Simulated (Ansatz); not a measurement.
Hg under strains and displacements

All numbers below come from Ansatz 0.2.0, DFT PBEsol, scalar-relativistic, plane waves, PAW.

Settings: cutoff 420 eV, Γ-centred mesh 14×14×14 on the computed 1-atom cell, Gaussian smearing of 0.10 eV; no spin polarisation.

Reference cell:

```xyz
1
Lattice="-2.0697 2.0697 1.8023 2.0697 -2.0697 1.8023 2.0697 2.0697 -1.8023" Properties=species:S:1:pos:R:3 pbc="T T T"
Hg    0.0000    0.0000    0.0000
```

Each variant moves atoms of this cell by the vectors given, if any (Å), and then applies a symmetric strain (tensor components, Cartesian axes). The reference cell isn't relaxed at this level. Energies are per atom at zero smearing, counted from the lowest variant. Pressure is positive in compression.

1. strain (xx yy zz yz xz xy, %) -3.67 -3.67 -0.67 -1.26 1.26 -0.50
2. strain (xx yy zz yz xz xy, %) 4.16 -1.05 -2.64 -3.05 0.00 0.00
3. strain (xx yy zz yz xz xy, %) 1.58 1.58 4.58 0.00 0.00 0.00

```
result  ΔE (meV/atom) P (GPa)
     A           96.7    -2.97
     B           52.7    -3.16
     C            0.0    -3.22
```

Which variant gave which result?

A is 3, B is 2, C is 1.

Spin–orbit coupling is left out, which can shift energies with elements as heavy as these.

This form isn't the element's structure at ambient conditions.